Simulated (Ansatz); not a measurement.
Ag under changes of volume

One of the cells (17.048 Å³/atom); the others are scaled copies at fixed shape and fractional positions:

```
Ag
1.0
     0.00000    2.04275    2.04275
     2.04275    0.00000    2.04275
     2.04275    2.04275    0.00000
Ag
1
Direct
  0.00000 0.00000 0.00000
```

* Program: Ansatz 0.2.0
* Functional: PBE
* Potentials or basis: Ansatz PAW
* Cutoff: 420 eV (not typed: the program's choice for these potentials)
* k mesh: 11 × 11 × 11
* Occupations: fermi-dirac, width 0.05 eV
* Spin: no spin polarisation

```csv
volume (Å³/atom),energy over the lowest point (meV/atom),pressure (GPa)
16.025,62.69,13.0
16.366,38.69,9.8
16.707,21.18,6.9
17.048,?,?
17.389,2.54,2.2
17.730,0.00,0.4
18.071,1.19,-1.3
```

Problem. What does the run at 17.048 Å³/atom give?

Solution. Energy over the lowest point 9.38 meV/atom; pressure 4.4 GPa.

Worked out: A Birch-Murnaghan fit of order 3 (a polynomial in V^(-2/3)) to the other rows has its minimum at 17.78 Å³/atom with B0 = V·E''(V) = 90 GPa and B' = 6.4. It gives 9.39 meV/atom at 17.048 Å³/atom, against the run's 9.38, and -dE/dV = 4.3 GPa, against 4.4.

Energies are extrapolated to zero smearing.
